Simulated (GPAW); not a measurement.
Runs of GPAW 26.7.0 on Tl. The structure is cubic, space group Im-3m (No. 229). The conventional cell has a = 3.912 Å, b = 3.912 Å, c = 3.912 Å, α = 90.00°, β = 90.00°, γ = 90.00°. Around Tl (site symmetry m-3m) lie 8 Tl at 3.39 Å. This isn't the form of Tl at room conditions, which is hcp.

```tsv
task	level	potentials or basis	smearing	eigensolver	k mesh for the DOS	dos width	gap on the mesh (eV)	pressure (GPa)
single point	LDA	the program's PAW data sets (release 1.2.1) made for this functional, pw	gaussian 0.05 eV	-	-	-	none	(a)
density of states	BLYP+D4	PAW data sets generated in the run's folder for this functional, pw	improved-tetrahedron-method	davidson	15 × 15 × 15	0.1 eV	none	1.1
single point	PBE	GPAW PAW data sets (gpaw-data 1.2.1), pw	gaussian 0.05 eV	-	-	-	none	1.0
single point	PBE	GPAW PAW data sets (gpaw-data 1.2.1), pw	gaussian 0.1 eV	-	-	-	none	1.1
```

Alike in all rows: no spin polarisation; cell as given; k mesh 10 × 10 × 10; cutoff (eV) 600.

**Question.** Estimate the missing entries.

**Answer.** (a) -3.5.

Caveats: pairwise dispersion overbinds metals, which lowers pressure and volume (some runs).

A k mesh can miss the band edges, and the runs leave out spin-orbit coupling on Tl.

A gap of «none» marks a metal or a gap under the smearing width.
